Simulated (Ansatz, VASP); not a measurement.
MgO (Periclase) in VASP and in Ansatz

INCAR

```
SYSTEM = MgO
PREC     = Accurate       ! precision mode
ENCUT    = 520            ! plane-wave cutoff, eV
EDIFF    = 1E-6           ! SCF threshold, eV
ISMEAR   = 0              ! smearing method
SIGMA    = 0.01           ! smearing width, eV
LREAL    = .False.        ! projectors in reciprocal space
LASPH    = .True.         ! aspherical terms in the spheres
NELM     = 80             ! most SCF steps
ALGO     = Normal         ! electronic algorithm
ISIF     = 2              ! what is computed and relaxed
LWAVE    = .False.        ! write WAVECAR
LCHARG   = .True.         ! write CHGCAR
GGA      = PS             ! functional
LELF     = .True.         ! ELF
LVHAR    = .True.       
NBANDS   = 11             ! bands
```

Contents of KPOINTS:

```
regular mesh
0
Gamma
  6 6 6
  0 0 0
```

File POSCAR:

```
MgO
1.0
    0.0000000000      2.1085000000      2.1085000000
    2.1085000000      0.0000000000      2.1085000000
    2.1085000000      2.1085000000      0.0000000000
Mg O
1 1
Direct
    0.0000000000      0.0000000000      0.0000000000
    0.5000000000      0.5000000000      0.5000000000
```

Input for Ansatz:

```yaml
crystal:
  lattice:
    - [0.0, 2.1085, 2.1085]
    - [2.1085, 0.0, 2.1085]
    - [2.1085, 2.1085, 0.0]
  atoms:
    - { symbol: Mg, position: [0.0, 0.0, 0.0] }
    - { symbol: O, position: [0.5, 0.5, 0.5] }
kpoints:
  mp_grid:
    grid: [6, 6, 6]
hamiltonian:
  xc: pbesol
  pseudopotentials:
    kind: paw
scf:
  occupations:
    method: fixed
output:
  forces: true
  stress: true
```

Alike in both runs: task single point; functional PBEsol; k mesh 6 × 6 × 6; no spin polarisation.

|  | VASP | Ansatz |
| --- | --- | --- |
| version | VASP 6.6.1 | Ansatz 0.2.0 |
| potentials or method | VASP PAW PBE potentials, release 64 (Mg, O) | plane waves, PAW |
| plane-wave cutoff (eV) | 520 | 420 |
| occupations | gaussian, width 0.01 eV | fixed |
| valence electrons in the cell | 8 | 16 |

Ansatz gave:

* pressure (GPa): -0.3

What did VASP give for the same quantities?

Pressure (GPa): -0.8.

The two sets of potentials don't hold the same shells in valence.

Caveats: the k mesh is coarse (spacing up to 0.43 Å⁻¹), so the values aren't converged; the PAW data sets were made with another functional, which shifts forces and pressure a little (VASP).
